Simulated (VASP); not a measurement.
A VASP 6.6.1 single-point calculation on CdSe

INCAR

```
PREC = Accurate
IBRION = -1
GGA = PE
NELM = 57
LASPH = .TRUE.
NELMIN = 8
ISMEAR = -1
EDIFF = 1E-7
LCHARG = .FALSE.
ENCUT = 520
ISYM = 0
SIGMA = 0.02
LWAVE = .FALSE.
NBANDS = 16
ISIF = 2
NSW = 0
LREAL = .FALSE.
```

KPOINTS

```
KPOINTS created by Atomic Simulation Environment
0
Gamma
4 4 4
0 0 0
```

POSCAR

```
Cd Se
 1.0000000000000000
     0.0000000000000000    3.1904922039999999    3.1904922039999999
     3.1904922039999999    0.0000000000000000    3.1904922039999999
     3.1904922039999999    3.1904922039999999    0.0000000000000000
 Cd  Se
   1   1
Cartesian
  0.0000000000000000  0.0000000000000000  0.0000000000000000
  1.5952461019999999  1.5952461019999999  1.5952461019999999
```

The recommended PBE PAW datasets give the neutral cell 18 valence electrons.

Command

```
mpirun -np 1 vasp_std
```

Q: Predict the outcome of this run.

A: It converged. Results: gap between bands v and c on the k mesh 0.29 eV; least direct gap on the k mesh 0.29 eV; pressure -2.9 GPa. Band v is the last that the valence electrons fill when counted band by band, and c is the next.

OSZICAR

```
N       E                     dE             d eps       ncg     rms          rms(c)
DAV:   1     0.104417454924E+03    0.10442E+03   -0.86284E+03  1176   0.991E+02
DAV:   2    -0.157609200324E+01   -0.10599E+03   -0.10002E+03  1416   0.241E+02
DAV:   3    -0.581184993476E+01   -0.42358E+01   -0.42292E+01  1328   0.498E+01
DAV:   4    -0.583154135829E+01   -0.19691E-01   -0.19691E-01  1560   0.340E+00
DAV:   5    -0.583167250111E+01   -0.13114E-03   -0.13114E-03  1344   0.240E-01    0.469E+00
DAV:   6    -0.542547534429E+01    0.40620E+00   -0.60815E-01  1568   0.820E+00    0.393E+00
DAV:   7    -0.540449063257E+01    0.20985E-01   -0.13098E-01  1456   0.237E+00    0.177E+00
DAV:   8    -0.540549345585E+01   -0.10028E-02   -0.11463E-02  1264   0.121E+00    0.229E-01
DAV:   9    -0.540585755935E+01   -0.36410E-03   -0.14529E-03  1496   0.414E-01    0.619E-02
DAV:  10    -0.540593367784E+01   -0.76118E-04   -0.14666E-04  1536   0.142E-01    0.497E-02
DAV:  11    -0.540599905595E+01   -0.65378E-04   -0.99276E-05  1488   0.593E-02    0.185E-02
DAV:  12    -0.540599895510E+01    0.10085E-06   -0.13295E-06  1336   0.938E-03    0.969E-03
DAV:  13    -0.540599995232E+01   -0.99722E-06   -0.22472E-06  1504   0.717E-03    0.462E-03
DAV:  14    -0.540600008250E+01   -0.13018E-06   -0.52203E-08  1184   0.192E-03    0.187E-03
DAV:  15    -0.540600012479E+01   -0.42293E-07   -0.18941E-08  1192   0.819E-04
   1 F= -.54060001E+01 E0= -.54059942E+01  d E =-.119334E-04
```

These settings aren't sound, so the numbers aren't properties of the crystal.

On sound settings PBE gives a gap of 0.31 eV on its mesh and a pressure of -3.0 GPa for the intended cell.
